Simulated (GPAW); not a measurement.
A run of GPAW 26.7.0 is set up as follows.

File run.py:

```python
import numpy as np
import spglib
from ase import Atoms
from ase.dft.bandgap import bandgap
from ase.io import read, write
from gpaw import GPAW, PW
from gpaw.spinorbit import soc_eigenstates

atoms = read('GaSb.cif')
cell, positions, numbers = spglib.find_primitive(
    (atoms.cell[:], atoms.get_scaled_positions(), atoms.numbers), symprec=1e-4)
atoms = Atoms(numbers, cell=cell, scaled_positions=positions, pbc=True)

calc = GPAW(mode=PW(600),
            xc={'name': 'BEEF-vdW', 'backend': 'libvdwxc'},
            kpts={'size': (6, 6, 6), 'gamma': True},
            occupations={'name': 'fermi-dirac', 'width': 0.05},
            nbands=18,
            convergence={'density': 1e-05, 'energy': 1e-05},
            maxiter=150,
            txt='gpaw.txt')
atoms.calc = calc
energy = atoms.get_potential_energy()
forces = atoms.get_forces()
calc.write('gs.gpw')
write('result.traj', atoms)
print(f'Energy: {energy:.6f} eV')
print('Forces (eV/A):')
print(forces.round(4))
print('Fermi level:', round(calc.get_fermi_level(), 4), 'eV')
print(f'Gap: {bandgap(calc)[0]:.4f} eV, direct: {bandgap(calc, direct=True)[0]:.4f} eV')

path = atoms.cell.bandpath('GXWKGLUWLK,UX', npoints=80, eps=1e-4)
bs_calc = calc.fixed_density(kpts=path, symmetry='off', nbands=30,
                             convergence={'bands': 'CBM+6.0', 'eigenstates': 1e-6}, txt='bands.txt')
bs = bs_calc.band_structure()
bs.write('bs.json')
print(f'Gap on the path: {bandgap(bs_calc)[0]:.4f} eV')

soc = soc_eigenstates(bs_calc, theta=0, phi=0)
np.savetxt('soc_bands.dat', soc.eigenvalues(), fmt='%.4f')
mesh = soc_eigenstates('gs.gpw', theta=0, phi=0)
np.savetxt('soc_mesh.dat', mesh.eigenvalues(), fmt='%.4f')
print('Fermi level with spin-orbit coupling:', round(mesh.fermi_level, 4), 'eV')
```

The input GaSb.cif:

```cif
data_GaSb
_cell_length_a 6.11800000
_cell_length_b 6.11800000
_cell_length_c 6.11800000
_cell_angle_alpha 90.00000000
_cell_angle_beta 90.00000000
_cell_angle_gamma 90.00000000
_space_group_name_H-M_alt 'F-43m'
_space_group_name_Hall 'F -4 2 3'
_space_group_IT_number 216
loop_
_space_group_symop_operation_xyz
'x,y,z'
'y,-x,-z'
'-x,-y,z'
'-y,x,-z'
'x,-y,-z'
'y,x,z'
'-x,y,-z'
'-y,-x,z'
'z,x,y'
'-z,y,-x'
'z,-x,-y'
'-z,-y,x'
'-z,x,-y'
'z,y,x'
'-z,-x,y'
'z,-y,-x'
'y,z,x'
'-x,-z,y'
'-y,z,-x'
'x,-z,-y'
'-y,-z,x'
'x,z,y'
'y,-z,-x'
'-x,z,-y'
'x,y+1/2,z+1/2'
'y,-x+1/2,-z+1/2'
'-x,-y+1/2,z+1/2'
'-y,x+1/2,-z+1/2'
'x,-y+1/2,-z+1/2'
'y,x+1/2,z+1/2'
'-x,y+1/2,-z+1/2'
'-y,-x+1/2,z+1/2'
'z,x+1/2,y+1/2'
'-z,y+1/2,-x+1/2'
'z,-x+1/2,-y+1/2'
'-z,-y+1/2,x+1/2'
'-z,x+1/2,-y+1/2'
'z,y+1/2,x+1/2'
'-z,-x+1/2,y+1/2'
'z,-y+1/2,-x+1/2'
'y,z+1/2,x+1/2'
'-x,-z+1/2,y+1/2'
'-y,z+1/2,-x+1/2'
'x,-z+1/2,-y+1/2'
'-y,-z+1/2,x+1/2'
'x,z+1/2,y+1/2'
'y,-z+1/2,-x+1/2'
'-x,z+1/2,-y+1/2'
'x+1/2,y,z+1/2'
'y+1/2,-x,-z+1/2'
'-x+1/2,-y,z+1/2'
'-y+1/2,x,-z+1/2'
'x+1/2,-y,-z+1/2'
'y+1/2,x,z+1/2'
'-x+1/2,y,-z+1/2'
'-y+1/2,-x,z+1/2'
'z+1/2,x,y+1/2'
'-z+1/2,y,-x+1/2'
'z+1/2,-x,-y+1/2'
'-z+1/2,-y,x+1/2'
'-z+1/2,x,-y+1/2'
'z+1/2,y,x+1/2'
'-z+1/2,-x,y+1/2'
'z+1/2,-y,-x+1/2'
'y+1/2,z,x+1/2'
'-x+1/2,-z,y+1/2'
'-y+1/2,z,-x+1/2'
'x+1/2,-z,-y+1/2'
'-y+1/2,-z,x+1/2'
'x+1/2,z,y+1/2'
'y+1/2,-z,-x+1/2'
'-x+1/2,z,-y+1/2'
'x+1/2,y+1/2,z'
'y+1/2,-x+1/2,-z'
'-x+1/2,-y+1/2,z'
'-y+1/2,x+1/2,-z'
'x+1/2,-y+1/2,-z'
'y+1/2,x+1/2,z'
'-x+1/2,y+1/2,-z'
'-y+1/2,-x+1/2,z'
'z+1/2,x+1/2,y'
'-z+1/2,y+1/2,-x'
'z+1/2,-x+1/2,-y'
'-z+1/2,-y+1/2,x'
'-z+1/2,x+1/2,-y'
'z+1/2,y+1/2,x'
'-z+1/2,-x+1/2,y'
'z+1/2,-y+1/2,-x'
'y+1/2,z+1/2,x'
'-x+1/2,-z+1/2,y'
'-y+1/2,z+1/2,-x'
'x+1/2,-z+1/2,-y'
'-y+1/2,-z+1/2,x'
'x+1/2,z+1/2,y'
'y+1/2,-z+1/2,-x'
'-x+1/2,z+1/2,-y'
loop_
_atom_site_label
_atom_site_type_symbol
_atom_site_symmetry_multiplicity
_atom_site_Wyckoff_symbol
_atom_site_fract_x
_atom_site_fract_y
_atom_site_fract_z
_atom_site_occupancy
Sb1 Sb 4 c 0.2500000000 0.2500000000 0.2500000000 1
Ga1 Ga 4 a 0.0000000000 0.0000000000 0.0000000000 1
```

Potentials or basis: GPAW PAW data sets (gpaw-data 1.2.1), pw.

Launch:

```sh
$ OMP_NUM_THREADS=1 python run.py
```

**Question.** Predict the band gap along the path.

**Answer.** None (metal or under the smearing width).

Levels at the corners of the path, in eV from the Fermi level:
```csv
point,band 15,band 16,band 17,band 18,band 19,band 20,band 21,band 22
Γ,-0.15,-0.15,0.00,0.00,0.00,0.00,2.42,2.42
X,-2.94,-2.94,-2.66,-2.66,0.71,0.71,1.06,1.06
W,-3.79,-3.42,-3.32,-3.29,3.22,3.65,4.11,4.16
K,-3.95,-3.72,-2.42,-2.40,1.19,1.22,3.60,3.74
Γ,-0.15,-0.15,0.00,0.00,0.00,0.00,2.42,2.42
L,-1.63,-1.63,-1.17,-1.17,0.21,0.21,3.48,3.48
U,-3.95,-3.72,-2.42,-2.40,1.19,1.22,3.59,3.74
W,-3.79,-3.42,-3.32,-3.29,3.22,3.65,4.11,4.16
L,-1.63,-1.63,-1.17,-1.17,0.21,0.21,3.48,3.48
K,-3.95,-3.72,-2.42,-2.40,1.19,1.22,3.60,3.74
U,-3.95,-3.72,-2.42,-2.40,1.19,1.22,3.59,3.74
X,-2.94,-2.94,-2.66,-2.66,0.71,0.71,1.06,1.06
```

Caveat: spin-orbit coupling was added after a scalar SCF, so levels and gaps hold it while energy, forces, pressure and moments don't; this program's spin-orbit splittings come out too wide for heavy elements; the PAW data sets were made with another functional, which shifts forces and pressure a little; this crystal is a semiconductor, whose small gap the functional closes, so the metal is an error of the method.

**Measured values to compare with.**

A printed reference work, data compilation reports, for a bulk crystal of GaSb at 4.2 K: band gap 0.811 eV (direct).

Against the measured gap of GaSb, 0.811 eV (direct; 4.2 K; a printed reference work, data compilation), the calculated 0.00 eV is off by -0.81 eV. The value is that of BEEF-vdW, without temperature or zero-point motion.
